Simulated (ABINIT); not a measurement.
Bi:

```
Bi
1.0
    -1.98143    1.98143    1.98143
     1.98143   -1.98143    1.98143
     1.98143    1.98143   -1.98143
Bi
1
Cartesian
  0.0000 0.0000 0.0000
```

This isn't the form of Bi at room conditions, which is rhombohedral.

Base run:

* Program: ABINIT 10.8.3 (patched build)
* Functional: PBEsol
* Potentials or basis: JTH PAW PBE v2.0
* Cutoff: 599 eV
* k mesh: 7 × 7 × 7
* Occupations: fermi-dirac, width 0.05 eV
* Spin: no spin polarisation

Its results: band gap on the k mesh none (metal or under the smearing width); pressure -1.0 GPa.

Task: After a change of settings the same cell gave: band gap on the k mesh none (metal or under the smearing width); pressure -1.8 GPa. Which change was it?
A. functional from PBEsol to SOGGA; k mesh from 7 × 7 × 7 to 9 × 9 × 9
B. functional from PBEsol to PW91; k mesh from 7 × 7 × 7 to 9 × 9 × 9
C. k mesh from 7 × 7 × 7 to 5 × 5 × 5

Result: C.

Caveats: some runs use coarse meshes; the PAW data sets were made with another functional, which shifts forces and pressure a little; spin-orbit coupling is left out, which moves the levels of the heavy elements.

The runs don't all hold the same shells in valence.
